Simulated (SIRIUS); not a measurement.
Write the native input for SIRIUS 7.12.0 that does the following.

```
Task                                        : band structure
Functional                                  : PBE
Potentials or basis                         : all-electron FP-LAPW (Koelling-Harmon valence)
Cutoff                                      : 163 eV
Basis                                       : apw+lo standard
k mesh                                      : 11 × 11 × 11
Occupations                                 : fermi-dirac, width 0.05 eV
Spin                                        : no spin polarisation
Muffin tin radii                            : Ag 2.54 bohr
Basis cutoff (gk_cutoff)                    : 3.46 1/bohr
Cutoff of density and potential (pw_cutoff) : 20 1/bohr
lmax of the basis                           : 10
lmax of density and potential               : 8
Valence relativity                          : koelling_harmon
Core states                                 : Ag 1s2s2p3s3p3d
Local orbitals (radial functions)           : Ag 13
Reference energy of the basis               : 0.21 Ha
Smallest sphere radius times basis cutoff   : 8.79
Start of the SCF                            : LDA density
```

Ag:

```
Ag
1.0
    -1.61038    1.65353    1.61816
     1.65931   -1.66055    1.67410
     1.63933    1.68950   -1.62517
Ag
1
Direct
  0.00000 0.00000 0.00000
```

This isn't the form of Ag at room conditions, which is fcc.

One way to write it, as run:

sirius.json

```json
{
  "control": {
    "processing_unit": "cpu",
    "std_evp_solver_name": "lapack",
    "gen_evp_solver_name": "lapack",
    "verbosity": 2,
    "print_forces": true,
    "ortho_rf": true,
    "use_second_variation": true,
    "rmt_max": 3.0,
    "num_bands_to_print": 18,
    "save_wf": true
  },
  "parameters": {
    "electronic_structure_method": "full_potential_lapwlo",
    "xc_functionals": ["XC_GGA_X_PBE", "XC_GGA_C_PBE"],
    "core_relativity": "dirac",
    "valence_relativity": "koelling_harmon",
    "num_fv_states": 18,
    "smearing": "fermi_dirac",
    "smearing_width": 0.0018374661,
    "pw_cutoff": 20,
    "gk_cutoff": 3.46,
    "lmax_apw": 10,
    "lmax_rho": 8,
    "lmax_pot": 8,
    "num_mag_dims": 0,
    "auto_rmt": 0,
    "ngridk": [11, 11, 11],
    "shiftk": [0, 0, 0],
    "num_dft_iter": 80,
    "energy_tol": 1e-07,
    "density_tol": 1e-05,
    "use_symmetry": true
  },
  "settings": {"tol_ne": 1e-10},
  "iterative_solver": {"type": "exact"},
  "mixer": {"type": "anderson", "beta": 0.5, "max_history": 8},
  "unit_cell": {
    "lattice_vectors": [
      [-3.0431781203, 3.1247238655, 3.0578748417],
      [3.1356358812, -3.137979614, 3.1635883509],
      [3.097885635, 3.1926871286, -3.0711305901]
    ],
    "atom_types": ["Ag"],
    "atom_files": {"Ag": "Ag.json"},
    "atoms": {"Ag": [[0.0, 0.0, 0.0]]}
  }
}
```

Ag.json

```json
{
  "name": "silver",
  "symbol": "Ag",
  "number": 47,
  "mass": 107.8682,
  "rmin": 1e-06,
  "rmt": 2.54,
  "nrmt": 800,
  "rinf": 15.52,
  "core": "1s2s2p3s3p3d",
  "valence": [
    {"basis": [{"enu": 0.01, "dme": 0, "n": 0, "auto": 0}, {"enu": 0.01, "dme": 1, "n": 0, "auto": 0}]},
    {"l": 0, "n": 1, "basis": [{"enu": 0.11, "dme": 0, "n": 0, "auto": 0}]},
    {"l": 1, "n": 2, "basis": [{"enu": 0.11, "dme": 0, "n": 0, "auto": 0}]},
    {"l": 2, "n": 3, "basis": [{"enu": 0.1051, "dme": 0, "n": 0, "auto": 0}]},
    {"l": 3, "n": 4, "basis": [{"enu": 0.11, "dme": 0, "n": 0, "auto": 0}]}
  ],
  "lo": [
    {"l": 0, "basis": [{"enu": 0.11, "dme": 0, "n": 0, "auto": 0}, {"enu": 0.11, "dme": 1, "n": 0, "auto": 0}]},
    {
      "l": 0,
      "basis": [{"enu": -3.1997, "dme": 0, "n": 4, "auto": 1}, {"enu": -3.1997, "dme": 1, "n": 4, "auto": 1}]
    },
    {
      "l": 0,
      "basis": [{"enu": -3.1997, "dme": 1, "n": 4, "auto": 1}, {"enu": 0.11, "dme": 0, "n": 0, "auto": 0}]
    },
    {"l": 0, "basis": [{"enu": 0.11, "dme": 0, "n": 0, "auto": 0}, {"enu": 2.59, "dme": 0, "n": 0, "auto": 0}]},
    {"l": 1, "basis": [{"enu": 0.11, "dme": 0, "n": 0, "auto": 0}, {"enu": 0.11, "dme": 1, "n": 0, "auto": 0}]},
    {
      "l": 1,
      "basis": [{"enu": -1.8695, "dme": 0, "n": 4, "auto": 1}, {"enu": -1.8695, "dme": 1, "n": 4, "auto": 1}]
    },
    {
      "l": 1,
      "basis": [{"enu": -1.8695, "dme": 1, "n": 4, "auto": 1}, {"enu": 0.11, "dme": 0, "n": 0, "auto": 0}]
    },
    {"l": 1, "basis": [{"enu": 0.11, "dme": 0, "n": 0, "auto": 0}, {"enu": 2.962, "dme": 0, "n": 0, "auto": 0}]},
    {
      "l": 2,
      "basis": [{"enu": 0.1051, "dme": 0, "n": 0, "auto": 0}, {"enu": 0.1051, "dme": 1, "n": 0, "auto": 0}]
    },
    {
      "l": 2,
      "basis": [{"enu": 0.1051, "dme": 1, "n": 0, "auto": 0}, {"enu": 0.1051, "dme": 2, "n": 0, "auto": 0}]
    },
    {
      "l": 2,
      "basis": [{"enu": 0.1051, "dme": 0, "n": 0, "auto": 0}, {"enu": 2.5231, "dme": 0, "n": 0, "auto": 0}]
    },
    {"l": 3, "basis": [{"enu": 0.11, "dme": 0, "n": 0, "auto": 0}, {"enu": 0.11, "dme": 1, "n": 0, "auto": 0}]},
    {"l": 3, "basis": [{"enu": 0.11, "dme": 0, "n": 0, "auto": 0}, {"enu": 2.807, "dme": 0, "n": 0, "auto": 0}]}
  ],
  "free_atom": [... radial grid and density of the free atom, the start of the SCF ...]
}
```

sirius_start.json

```json
{
  "control": {
    "processing_unit": "cpu",
    "std_evp_solver_name": "lapack",
    "gen_evp_solver_name": "lapack",
    "verbosity": 1,
    "print_forces": false,
    "ortho_rf": true,
    "use_second_variation": true,
    "rmt_max": 3.0,
    "num_bands_to_print": 18,
    "save_wf": false
  },
  "parameters": {
    "electronic_structure_method": "full_potential_lapwlo",
    "xc_functionals": ["XC_LDA_X", "XC_LDA_C_PW"],
    "core_relativity": "dirac",
    "valence_relativity": "koelling_harmon",
    "num_fv_states": 18,
    "smearing": "fermi_dirac",
    "smearing_width": 0.0055123983,
    "pw_cutoff": 20,
    "gk_cutoff": 2.77,
    "lmax_apw": 10,
    "lmax_rho": 8,
    "lmax_pot": 8,
    "num_mag_dims": 0,
    "auto_rmt": 0,
    "ngridk": [4, 4, 4],
    "shiftk": [0, 0, 0],
    "num_dft_iter": 30,
    "energy_tol": 0.01,
    "density_tol": 0.05,
    "use_symmetry": true
  },
  "settings": {"tol_ne": 1e-10},
  "iterative_solver": {"type": "exact"},
  "mixer": {"type": "anderson", "beta": 0.5, "max_history": 8},
  "unit_cell": {
    "lattice_vectors": [
      [-3.0431781203, 3.1247238655, 3.0578748417],
      [3.1356358812, -3.137979614, 3.1635883509],
      [3.097885635, 3.1926871286, -3.0711305901]
    ],
    "atom_types": ["Ag"],
    "atom_files": {"Ag": "Ag.json"},
    "atoms": {"Ag": [[0.0, 0.0, 0.0]]}
  }
}
```

sirius_bands.json

```json
{
  "control": {
    "processing_unit": "cpu",
    "std_evp_solver_name": "lapack",
    "gen_evp_solver_name": "lapack",
    "verbosity": 2,
    "print_forces": true,
    "ortho_rf": true,
    "use_second_variation": true,
    "rmt_max": 3.0,
    "num_bands_to_print": 18,
    "save_wf": true
  },
  "parameters": {
    "electronic_structure_method": "full_potential_lapwlo",
    "xc_functionals": ["XC_GGA_X_PBE", "XC_GGA_C_PBE"],
    "core_relativity": "dirac",
    "valence_relativity": "koelling_harmon",
    "num_fv_states": 18,
    "smearing": "fermi_dirac",
    "smearing_width": 0.0018374661,
    "pw_cutoff": 20,
    "gk_cutoff": 3.46,
    "lmax_apw": 10,
    "lmax_rho": 8,
    "lmax_pot": 8,
    "num_mag_dims": 0,
    "auto_rmt": 0,
    "ngridk": [11, 11, 11],
    "shiftk": [0, 0, 0],
    "num_dft_iter": 80,
    "energy_tol": 1e-07,
    "density_tol": 1e-05,
    "use_symmetry": true
  },
  "settings": {"tol_ne": 1e-10},
  "iterative_solver": {"type": "exact"},
  "mixer": {"type": "anderson", "beta": 0.5, "max_history": 8},
  "unit_cell": {
    "lattice_vectors": [
      [-3.0431781203, 3.1247238655, 3.0578748417],
      [3.1356358812, -3.137979614, 3.1635883509],
      [3.097885635, 3.1926871286, -3.0711305901]
    ],
    "atom_types": ["Ag"],
    "atom_files": {"Ag": "Ag.json"},
    "atoms": {"Ag": [[0.0, 0.0, 0.0]]}
  },
  "kpoints_rel": {
    "G": [0.0, 0.0, 0.0],
    "L": [-0.5, 0.0, 0.5],
    "M": [0.0, 0.5, 0.0],
    "N": [-0.5, 0.5, -0.5],
    "R": [-0.5, 0.5, 0.0],
    "X": [-0.5, 0.0, 0.0],
    "Y": [0.0, 0.0, 0.5],
    "Z": [0.0, 0.5, -0.5]
  },
  "kpoints_path": ["X", "G", "Y"]
}
```

Potentials or basis: all-electron FP-LAPW (Koelling-Harmon valence), apw+lo standard.

The run is started by

```bash
$ OMP_NUM_THREADS=1 sirius.scf --input=sirius_start.json --output=start.json
$ OMP_NUM_THREADS=1 sirius.scf --input=sirius.json --output=output.json --task=1
$ OMP_NUM_THREADS=1 sirius.scf --input=sirius_bands.json --output=bands_out.json --task=2
```

Results of the run:

```
Band gap along the path                           : none (metal or under the smearing width)
All electrons inside the program's atomic spheres : Ag 45.80 (radii Ag 2.54 bohr)
```

It took 69 s on 1 thread of Arm Neoverse V2, with other jobs on the host, peak memory 0.88 GiB.
